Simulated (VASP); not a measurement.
Runs of VASP 6.6.1 on Hf. Symmetry: Im-3m, No. 229, cubic system. Conventional cell: a = 3.493 Å, b = 3.493 Å, c = 3.493 Å, α = 90.00°, β = 90.00°, γ = 90.00°. Hf (site symmetry m-3m) has 8 Hf at 3.02 Å as nearest neighbours. This isn't the form of Hf at room conditions, which is hcp.

| task | cell | k mesh | cutoff (eV) | gap on the mesh (eV) | pressure (GPa) | relaxed volume (Å³/atom) |
| --- | --- | --- | --- | --- | --- | --- |
| relaxation of cell and atoms | relaxed | 16 × 16 × 16 | 600 | none | 0.0 | 21.22 |
| relaxation of cell and atoms | relaxed | 8 × 8 × 8 | 600 | none | -0.2 | (a) |
| single point | Im-3m, 21.31 Å³/atom | 8 × 8 × 8 | 520 | none | -0.3 | - |
| single point | Im-3m, 21.27 Å³/atom | 16 × 16 × 16 | 520 | none | -0.3 | - |
| single point | Im-3m, 23.52 Å³/atom | 8 × 8 × 8 | 520 | none | -9.7 | - |

Alike in all rows: level PBEsol; potentials or basis VASP PAW PBE potentials, release 64 (Hf_pv); no spin polarisation; smearing gaussian 0.1 eV.

Task: Estimate the missing entries.

Result: (a) 21.29.

Caveats: the PAW data sets were made with another functional, which shifts forces and pressure a little.

A k mesh can miss the band edges, and the runs leave out spin-orbit coupling on Hf.

A gap of «none» marks a metal or a gap under the smearing width.
